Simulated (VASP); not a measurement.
# MnS (R-3m) in VASP: notebook

The runs below take MnS through single point, with PBE.

Program: VASP 6.6.1. These are calculated values, not measurements. Logs are shortened: lines on timing, memory, paths and dates and some standing lists are left out, and cuts for length are marked.

## Step 1: The structure

It takes space group R-3m (No. 166, trigonal). Conventional cell: a = 3.660 Å, b = 3.660 Å, c = 8.913 Å, α = 90.00°, β = 90.00°, γ = 120.00°. Around Mn (site symmetry -3m) lie 6 S at 2.58 Å. S (site symmetry -3m) is surrounded by 6 Mn at 2.58 Å.

The cell is a database's computed one.

## Step 2: Single point, PBE, collinear spin, ferromagnetic start

The input, INCAR:

```
SYSTEM = MnS
ADDGRID = .False.
ALGO = Normal
EDIFF = 1E-6
ENCUT = 700
GGA = PE
ISIF = 2
ISMEAR = 0
ISPIN = 2
LASPH = .True.
LCHARG = .False.
LMAXMIX = 4
LORBIT = 11
LREAL = .False.
LWAVE = .False.
MAGMOM = 4 0
NELM = 100
PREC = Accurate
SIGMA = 0.05
```

The input, KPOINTS:

```
k-points
0
Gamma
  5 5 5
  0 0 0
```

The input, POSCAR:

```
MnS
1.0
    1.8299960138      1.0565486912      2.9709202777
   -1.8299960138      1.0565486912      2.9709202777
    0.0000000000     -2.1130973823      2.9709202777
Mn S
1 1
Direct
    0.0000000000      0.0000000000      0.0000000000
    0.5000000000      0.5000000000      0.5000000000
```

Potentials or basis: VASP PAW PBE potentials, release 64 (Mn_pv, S_h).

Started as:

```bash
> cat potpaw_PBE.64/Mn_pv/POTCAR potpaw_PBE.64/S_h/POTCAR > POTCAR
> mpirun -np 1 vasp_std > vasp.out
```

OUTCAR:

```text
SYSTEM = MnS
   EDIFF = 1E-6
   ENCUT = 700
   GGA = PE
   ISIF = 2
   ISMEAR = 0
   ISPIN = 2
   LASPH = .True.
   LORBIT = 11
   LREAL = .False.
   NELM = 100
   PREC = Accurate

 Found     19 irreducible k-points:

 Following reciprocal coordinates:
            Coordinates               Weight
  0.000000  0.000000  0.000000      1.000000
  0.200000 -0.000000  0.000000      6.000000
  0.400000  0.000000  0.000000      6.000000
  0.200000  0.200000  0.000000      6.000000
  0.400000  0.200000 -0.000000     12.000000
 -0.400000  0.200000 -0.000000     12.000000
   k-points           NKPTS =     19   k-points in BZ     NKDIM =     19   number of bands    NBANDS=     15
   number of dos      NEDOS =    301   number of ions     NIONS =      2
   total plane-waves  NPLWV =  32768
   dimension x,y,z NGX =    32 NGY =   32 NGZ =   32
   dimension x,y,z NGXF=    64 NGYF=   64 NGZF=   64
   ions per type =               1   1
   NGX,Y,Z   is equivalent  to a cutoff of  14.59, 14.59, 14.59 a.u.
   NGXF,Y,Z  is equivalent  to a cutoff of  29.18, 29.18, 29.18 a.u.
 SYSTEM =  MnS
   PREC   = accura    normal or accurate (medium, high low for compatibility)
   ISTART =      0    job   : 0-new  1-cont  2-samecut
   ICHARG =      2    charge: 1-file 2-atom 10-const
   ISPIN  =      2    spin polarized calculation?
   LNONCOLLINEAR =      F non collinear calculations
   LSORBIT =      F    spin-orbit coupling
   LASPH  =      T    aspherical Exc in radial PAW
   ENCUT  =  700.0 eV  51.45 Ry    7.17 a.u.   7.86  7.86  7.86*2*pi/ulx,y,z
   NELM   =    100;   NELMIN=  2; NELMDL= -5     # of ELM steps
   EDIFF  = 0.1E-05   stopping-criterion for ELM
   LREAL  =      F    real-space projection
   EDIFFG = 0.1E-04   stopping-criterion for IOM
   NSW    =      0    number of steps for IOM
   IBRION =     -1    ionic relax: 0-MD 1-quasi-New 2-CG
   NFREE  =      0    steps in history (QN), initial steepest desc. (CG)
   ISIF   =      2    stress and relaxation
   ISYM   =      2    0-nonsym 1-usesym 2-fastsym
   POTIM  = 0.5000    time-step for ionic-motion
   TEBEG  =    0.0;   TEEND  =   0.0 temperature during run
   PSTRESS=    0.0 pullay stress
   NELECT =      19.0000    total number of electrons
   NUPDOWN=      -1.0000    fix difference up-down
   EMIN   =  10.00;   EMAX   =-10.00  energy-range for DOS
   EFERMI =   0.00;   METHOD = LEGACY
   ISMEAR =     0;   SIGMA  =   0.05  broadening in eV -4-tet -1-fermi 0-gaus
   EFERMI_NEDOS =   21; number of points for ismear=-14 and -15
   IALGO  =     38    algorithm
   IMIX   =      4    mixing-type and parameters
     AMIX     =   0.40;   BMIX     =  1.00
     AMIX_MAG =   1.60;   BMIX_MAG =  1.00
  volume/ion in A,a.u.               =      17.23       116.29
  Fermi-wavevector in a.u.,A,eV,Ry     =   1.342349  2.536672 24.516344  1.801900
  Thomas-Fermi vector in A             =   2.470510
   LORBIT       =     11    0 simple, 1 ext, 2 COOP (PROOUT), +10 PAW based schemes
   GGA     = PE    functional components
   LHFCALC =     F    Hartree Fock is set to
   AEXX    =    0.0000 exact exchange contribution
   IVDW    =     0    specifies the selected vdW correction
   LEPSILON=     F    determine dielectric tensor
   LRPA    =     F    only Hartree local field effects (RPA)
 spin polarized calculation
[... 34 lines left out ...]
      7       3.9329      1.00000
      8       4.0177      1.00000
      9       4.0177      1.00000
     10       5.3286      1.00000
     11       5.3286      1.00000
     12       5.3771      1.00000
     13       9.1664      0.00000
     14      15.8420      0.00000
[... 77 lines left out ...]
      2     -43.3524      1.00000
      3     -43.3508      1.00000
      4      -6.0121      1.00000
      5       0.5690      1.00000
      6       2.1202      1.00000
      7       2.4362      1.00000
      8       4.4380      1.00000
      9       4.4538      1.00000
     10       4.8024      1.00000
     11       5.9965      1.00000
     12       7.1564      1.00000
     13      11.0009      0.00000
     14      12.8254      0.00000
     15      13.9863      0.00000

 [... further k-points ...]

 spin component 2

 k-point     1 :       0.0000    0.0000    0.0000
  band No.  band energies     occupation
      1     -38.9295      1.00000
      2     -38.9294      1.00000
      3     -38.9294      1.00000
      4      -7.2422      1.00000
      5       5.5073      1.00000
      6       5.5073      1.00000
      7       5.5560      1.00000
      8       7.4825      0.00506
      9       7.4825      0.00506
     10       7.5097      0.00041
     11       7.5611      0.00000
     12       7.5611      0.00000
     13      10.1439      0.00000
     14      16.8331      0.00000
[... 77 lines left out ...]
      2     -38.9341      1.00000
      3     -38.9318      1.00000
      4      -5.8240      1.00000
      5       1.2038      1.00000
      6       3.0337      1.00000
      7       3.7686      1.00000
      8       8.2716      0.00000
      9       8.4619      0.00000
     10       8.5383      0.00000
     11       9.2088      0.00000
     12       9.9511      0.00000
     13      11.9150      0.00000
     14      13.7804      0.00000
     15      14.9247      0.00000

 [... further k-points ...]

------------------------ aborting loop because EDIFF is reached ----------------------------------------

  FORCE on cell =-STRESS in cart. coord.  units (eV):
  Direction    XX          YY          ZZ          XY          YZ          ZX
  --------------------------------------------------------------------------------------
  -------------------------------------------------------------------------------------
  Total       -0.6311181     -0.6311181     -0.5388812      0.0000000     -0.0000000      0.0000000
  in kB      -29.3385964    -29.3385964    -25.0508047      0.0000000     -0.0000000      0.0000000
  external PRESSURE =     -27.9093325 kB  Pullay stress =       0.0000000 kB

 VOLUME and BASIS-vectors are now :
 -----------------------------------------------------------------------------
  energy-cutoff  :      700.00
  volume of cell :       34.47
      direct lattice vectors                 reciprocal lattice vectors
     1.829996014  1.056548691  2.970920278     0.273224639  0.157746319  0.112198680
    -1.829996014  1.056548691  2.970920278    -0.273224639  0.157746319  0.112198680
     0.000000000 -2.113097382  2.970920278     0.000000000 -0.315492638  0.112198680

 POSITION                                       TOTAL-FORCE (eV/Angst)
 -----------------------------------------------------------------------------------
      0.00000      0.00000      0.00000        -0.000000     -0.000000     -0.000000
      0.00000      0.00000      4.45638         0.000000      0.000000      0.000000
 -----------------------------------------------------------------------------------
    total drift:                               -0.000000     -0.000000     -0.000000

  FREE ENERGIE OF THE ION-ELECTRON SYSTEM (eV)
  ---------------------------------------------------
  free  energy   TOTEN  =       -14.0858929807 eV

  energy  without entropy=      -14.0842065903  energy(sigma->0) =      -14.08504979

 total charge

# of ion       s       p       d       tot
------------------------------------------
    1        0.218   6.169   4.948  11.335
    2        0.812   1.288   0.000   2.100
--------------------------------------------------
tot          1.030   7.457   4.948  13.435

 magnetization (x)

# of ion       s       p       d       tot
------------------------------------------
    1        0.050   0.039   4.070   4.159
    2        0.020   0.034   0.000   0.054
--------------------------------------------------
tot          0.070   0.073   4.070   4.213
```

OSZICAR:

```text
N       E                     dE             d eps       ncg     rms          rms(c)
DAV:   1     0.155182298296E+03    0.15518E+03   -0.12473E+04  1140   0.163E+03
DAV:   2    -0.893543788335E+01   -0.16412E+03   -0.15766E+03  1238   0.381E+02
DAV:   3    -0.151287140986E+02   -0.61933E+01   -0.61502E+01  1399   0.793E+01
DAV:   4    -0.152240170038E+02   -0.95303E-01   -0.95237E-01  1395   0.101E+01
DAV:   5    -0.152263105541E+02   -0.22936E-02   -0.22934E-02  1476   0.157E+00    0.937E+00
DAV:   6    -0.142096134077E+02    0.10167E+01   -0.87458E+00  1217   0.380E+01    0.947E+00
DAV:   7    -0.140752127253E+02    0.13440E+00   -0.11668E+00  1155   0.176E+01    0.550E+00
DAV:   8    -0.140907163301E+02   -0.15504E-01   -0.51318E-02  1392   0.231E+00    0.312E+00
DAV:   9    -0.140821416466E+02    0.85747E-02   -0.37434E-02  1238   0.204E+00    0.651E-01
DAV:  10    -0.140844807153E+02   -0.23391E-02   -0.83753E-03  1259   0.104E+00    0.454E-01
DAV:  11    -0.140858634300E+02   -0.13827E-02   -0.98718E-04  1322   0.405E-01    0.850E-02
DAV:  12    -0.140858840465E+02   -0.20617E-04   -0.20808E-04  1303   0.113E-01    0.326E-02
DAV:  13    -0.140858909249E+02   -0.68783E-05   -0.14672E-05  1392   0.380E-02    0.168E-02
DAV:  14    -0.140858930240E+02   -0.20991E-05   -0.31331E-06  1251   0.160E-02    0.745E-03
DAV:  15    -0.140858929807E+02    0.43245E-07   -0.59660E-07   989   0.801E-03
   1 F= -.14085893E+02 E0= -.14085050E+02  d E =-.168639E-02  mag=     4.5520
```

stdout:

```text
POSCAR found type information on POSCAR MnS
 POSCAR found :  2 types and       2 ions
 scaLAPACK will be used
 LDA part: xc-table for (Slater+PW92), standard interpolation
 POSCAR, INCAR and KPOINTS ok, starting setup
 FFT: planning ... GRIDC
 FFT: planning ... GRID_SOFT
 FFT: planning ... GRID
 WAVECAR not read
 entering main loop
```

Wall time 28 s (1 thread of Intel Xeon Platinum 8488C (Sapphire Rapids), shared host); peak memory 0.2 GiB.

These settings aren't checked as converged: the numbers below hold their error.

What came out:

| Quantity | Value |
| --- | --- |
| Free energy | -14.0859 eV |
| Pressure | -2.8 GPa |
| Band gap on the k mesh | none (metal or under the smearing width) |
| Net moment | 4.55 μB per cell |
| Site moments | Mn +4.16; S +0.05 μB |
| Valence electrons inside the program's atomic spheres | Mn 11.34; S 2.10 |

Caveat: the k mesh is coarse (spacing up to 0.42 Å⁻¹), so the values aren't converged; a cell with one magnetic atom can't hold antiferromagnetic order, which such compounds often take; semilocal functionals often make such compounds metallic where correlation or magnetic order opens a gap, which also shifts bond lengths.

[end of part 1 of 2]
